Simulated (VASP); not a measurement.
# TaN: relaxed cell and band gap, by functional

TaN, Fm-3m (no. 225), 2 atoms in the cell.

| Functional | Volume (Å³/atom) | Change from the starting volume (fraction) | Gap, path and mesh (eV) | Time (s) |
|---|---|---|---|---|
| Wu-Cohen (libxc) | 10.55 | -0.024 | 0.00 | 44 |
| SOGGA11 (libxc) | 10.64 | -0.016 | 0.00 | 41 |
| APBE (libxc) | 10.91 | 0.009 | 0.00 | 39 |
| RGE2 (libxc) | 10.58 | -0.022 | 0.00 | 42 |
| HTBS (libxc) | 10.59 | -0.021 | 0.00 | 42 |
| B86 with PBE correlation (libxc) | 10.91 | 0.009 | 0.00 | 38 |
| KT2 (libxc) | 10.36 | -0.042 | 0.00 | 51 |
| PBE (libxc) | 10.80 | -0.001 | 0.00 | 37 |

## Input of the first row

INCAR.step1:
```
SYSTEM = TaN
PREC     = Accurate       ! precision mode
ENCUT    = 600            ! plane-wave cutoff, eV
EDIFF    = 1E-7           ! SCF threshold, eV
ISMEAR   = 0              ! smearing method
SIGMA    = 0.02           ! smearing width, eV
LREAL    = .FALSE.        ! projectors in reciprocal space
LASPH    = .TRUE.         ! aspherical terms in the spheres
GGA_COMPAT= .FALSE.      
ALGO     = Normal         ! electronic algorithm
NELM     = 150            ! most SCF steps
ISIF     = 3              ! what is computed and relaxed
LWAVE    = .FALSE.        ! write WAVECAR
LCHARG   = .FALSE.        ! write CHGCAR
GGA      = LIBXC          ! functional
LIBXC1   = GGA_X_WC     
LIBXC2   = GGA_C_PBE    
IBRION   = 2              ! ionic algorithm
EDIFFG   = -0.005         ! ionic threshold
NSW      = 60             ! ionic steps
```

INCAR.step2, as INCAR.step1 but for:
```
- NSW = 60
+ NSW = 40
```

INCAR.step3, as INCAR.step2 but for:
```
- ISIF = 3
- IBRION = 2
- EDIFFG = -0.005
- NSW = 40
+ ISIF = 2
+ NBANDS = 15
```

KPOINTS:
```
k-points
0
Gamma
  8 8 8
```

KPOINTS_OPT:
```
path GXWKGLUWLK,UX
8
line-mode
reciprocal
 0.0000000000  0.0000000000  0.0000000000  G
 0.5000000000  0.0000000000  0.5000000000  X

 0.5000000000  0.0000000000  0.5000000000  X
 0.5000000000  0.2500000000  0.7500000000  W

 0.5000000000  0.2500000000  0.7500000000  W
 0.3750000000  0.3750000000  0.7500000000  K

 0.3750000000  0.3750000000  0.7500000000  K
 0.0000000000  0.0000000000  0.0000000000  G

 0.0000000000  0.0000000000  0.0000000000  G
 0.5000000000  0.5000000000  0.5000000000  L

 0.5000000000  0.5000000000  0.5000000000  L
 0.6250000000  0.2500000000  0.6250000000  U

 0.6250000000  0.2500000000  0.6250000000  U
 0.5000000000  0.2500000000  0.7500000000  W

 0.5000000000  0.2500000000  0.7500000000  W
 0.5000000000  0.5000000000  0.5000000000  L

 0.5000000000  0.5000000000  0.5000000000  L
 0.3750000000  0.3750000000  0.7500000000  K

 0.6250000000  0.2500000000  0.6250000000  U
 0.5000000000  0.0000000000  0.5000000000  X
```

POSCAR.step1:
```
TaN
1.0
    0.0000000000      2.2113230000      2.2113230000
    2.2113230000      0.0000000000      2.2113230000
    2.2113230000      2.2113230000      0.0000000000
Ta N
1 1
Direct
    0.5000000000      0.5000000000      0.5000000000
    0.0000000000      0.0000000000      0.0000000000
```

Commands (each step's output is kept before the next begins):
```
cat potpaw_PBE.64/Ta_pv/POTCAR potpaw_PBE.64/N/POTCAR > POTCAR
cp INCAR.step1 INCAR
cp POSCAR.step1 POSCAR
mpirun -np 1 vasp_std > vasp.out
cp CONTCAR POSCAR
rm WAVECAR CHG
cp INCAR.step2 INCAR
mpirun -np 1 vasp_std > vasp.out
cp CONTCAR POSCAR
rm WAVECAR CHG
cp INCAR.step3 INCAR
mpirun -np 1 vasp_std > vasp.out
```

Changes of the last row against the first:
```
(all steps)
- LIBXC1 = GGA_X_WC
+ LIBXC1 = GGA_X_PBE
```

VASP 6.6.1 took 44 s on 1 core (Intel Xeon 6975P-C (Granite Rapids)), a shared host.
